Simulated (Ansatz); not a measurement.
## A series of 5 crystals: the Stoner enhancement

Functional: PBE. Free runs of these cells end without moments; the starts listed are those of the smallest held moment. χ is M over the holding field at the smallest held moment (default PAW files, Ansatz 0.2.0), N(E_F) the unpolarised density of states averaged over the smearing, and S = χ/(μB·N) the Stoner enhancement; on these meshes S is rough.

Cells, held fixed (database entries or supercells of them):
- Pt (Fm-3m): cell vectors (0.000, 1.961, 1.961); (1.961, 0.000, 1.961); (1.961, 1.961, 0.000) Å; Pt (0.000 0.000 0.000); starts Pt 0.05 μB; 14×14×14 mesh, smearing 0.1 eV
- Zr (Im-3m): cell vectors (-1.810, 1.810, 1.810); (1.810, -1.810, 1.810); (1.810, 1.810, -1.810) Å; Zr (0.000 0.000 0.000); starts Zr 0.1 μB; 13×13×13 mesh, smearing 0.1 eV
- Hf (Fm-3m): cell vectors (0.000, 2.220, 2.220); (2.220, 0.000, 2.220); (2.220, 2.220, 0.000) Å; Hf (0.000 0.000 0.000); starts Hf 0.1 μB; 15×15×15 mesh, smearing 0.05 eV
- Re (Fm-3m): cell vectors (0.000, 1.975, 1.975); (1.975, 0.000, 1.975); (1.975, 1.975, 0.000) Å; Re (0.000 0.000 0.000); starts Re 0.05 μB; 17×17×17 mesh, smearing 0.1 eV
- Nb (Im-3m): cell vectors (-1.664, 1.664, 1.664); (1.664, -1.664, 1.664); (1.664, 1.664, -1.664) Å; Nb (0.000 0.000 0.000); starts Nb 0.2 μB; 16×16×16 mesh, smearing 0.05 eV; the entry's cell lengths or inner coordinates differ somewhat from later room-temperature determinations

```
   crystal  N(E_F) (states/eV/atom)  χ (μB/atom per 1000 T)    S
Pt (Fm-3m)                     1.67                   0.250  2.6
Zr (Im-3m)                        ?                   0.364  3.3
Hf (Fm-3m)                     1.49                       ?  1.9
Re (Fm-3m)                     0.87                   0.080  1.6
Nb (Im-3m)                     1.66                   0.176  1.8
```

**Question.** Give the missing entry: row "Hf (Fm-3m)", column "χ (μB/atom per 1000 T)".

**Answer.** 0.164.

**Question.** What belongs in the row "Zr (Im-3m)", column "N(E_F) (states/eV/atom)"?

**Answer.** 1.90.

The series draws on cells whose two smallest held moments give the same S within 15 % and whose N(E_F) agrees with the run's entropy; others aren't listed.

The Ansatz runs typed with the search for lower states off end where their start leads. Spin–orbit coupling is left out although heavy atoms are present. None of this fixes the real material's magnetic order: only patterns that fit the cell were computed, at zero temperature, with a functional that can overstate moments.
